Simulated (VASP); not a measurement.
A run of VASP 6.6.1 is set up as follows.

Contents of POSCAR:

```
SnO
1.0
    4.1254993130      0.0000000000      0.0000000000
   -2.0627496565      3.5727872084      0.0000000000
    0.0000000000      0.0000000000      5.1854029691
Sn O
2 2
Direct
    0.3333333333      0.6666666667      0.2500000000
    0.6666666667      0.3333333333      0.7500000000
    0.6666666667      0.3333333333      0.2500000000
    0.3333333333      0.6666666667      0.7500000000
```

The input INCAR.step1:

```
ALGO = Normal ; EDIFF = 1E-4
ENCUT = 520 ; GGA = PE
ISMEAR = 0 ; LASPH = T
LCHARG = F ; LREAL = F
LWAVE = T ; NBANDS = 28
NELM = 100 ; PREC = Accurate
SIGMA = 0.01
```

The input INCAR.step2:

```
ALGO = Normal ; EDIFF = 1E-6
ENCUT = 520 ; ISIF = 2
ISMEAR = 0 ; ISTART = 1
LASPH = T ; LCHARG = F
LMIXTAU = T ; LREAL = F
LWAVE = F ; METAGGA = R2SCAN
NBANDS = 28 ; NELM = 100
PREC = Accurate ; SIGMA = 0.01
```

KPOINTS

```
k-points
0
Gamma
  6 6 4
```

Potentials or basis: VASP PAW PBE potentials, release 64 (Sn_d, O).

Run with:

```sh
$ cat potpaw_PBE.64/Sn_d/POTCAR potpaw_PBE.64/O/POTCAR > POTCAR
$ cp INCAR.step1 INCAR
$ mpirun -np 1 vasp_std > vasp.out
$ cp INCAR.step2 INCAR
$ mpirun -np 1 vasp_std > vasp.out
```

Question: Estimate the band gap on the k mesh.

Answer: 0.57 eV, direct.

Question: Estimate the pressure.

Answer: 0.2 GPa.

Stress tensor (GPa, compression positive):
```
0.31 0.00 0.00
0.00 0.31 0.00
0.00 0.00 0.09
```

Caveat: the PAW data sets were made with another functional, which shifts forces and pressure a little; spin-orbit coupling is left out, which moves the levels of the heavy elements. A k mesh can miss the band edges.
